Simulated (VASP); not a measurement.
Write the native input for VASP 6.6.1 that does the following.

| Quantity | Value |
| --- | --- |
| Task | single point |
| Functional | PBE |
| Potentials or basis | VASP PAW PBE potentials, release 64 (Ca_pv) |
| Cutoff | 500 eV |
| k mesh | 8 × 8 × 8 |
| Occupations | gaussian, width 0.05 eV |
| Spin | no spin polarisation |
| Further INCAR settings | ALGO = Normal; EDIFF = 1e-07 |

The structure of Ca lies in POSCAR:

```
Ca
1.0
   -2.2400000000      2.2400000000      2.2400000000
    2.2400000000     -2.2400000000      2.2400000000
    2.2400000000      2.2400000000     -2.2400000000
Ca
1
Direct
    0.0000000000      0.0000000000      0.0000000000
```

This isn't the form of Ca at room conditions, which is fcc.

These files were run (other wordings do the same):

INCAR

```
PREC     = Accurate       # precision mode
ENCUT    = 500            # plane-wave cutoff, eV
EDIFF    = 1E-7           # SCF threshold, eV
ISMEAR   = 0              # smearing method
SIGMA    = 0.05           # smearing width, eV
LREAL    = F              # projectors in reciprocal space
LASPH    = T              # aspherical terms in the spheres
NELM     = 100            # most SCF steps
ALGO     = Normal         # electronic algorithm
ISIF     = 2              # what is computed and relaxed
LWAVE    = F              # write WAVECAR
LCHARG   = T              # write CHGCAR
GGA      = PE             # functional
LELF     = T              # ELF
LVHAR    = T
```

KPOINTS

```
Automatic mesh
0
Gamma
  8 8 8
```

Potentials or basis: VASP PAW PBE potentials, release 64 (Ca_pv).

Command:

```bash
$ cat potpaw_PBE.64/Ca_pv/POTCAR > POTCAR
$ mpirun -np 1 vasp_std > vasp.out
```

It gave:

```yaml
Pressure: -1.0 GPa
Band_gap_on_the_k_mesh: none (metal or under the smearing width)
```

Run time: 11 s on 1 thread of Intel(R) Xeon(R) Platinum 8488C (Sapphire Rapids) (shared host), peak memory 0.15 GiB.
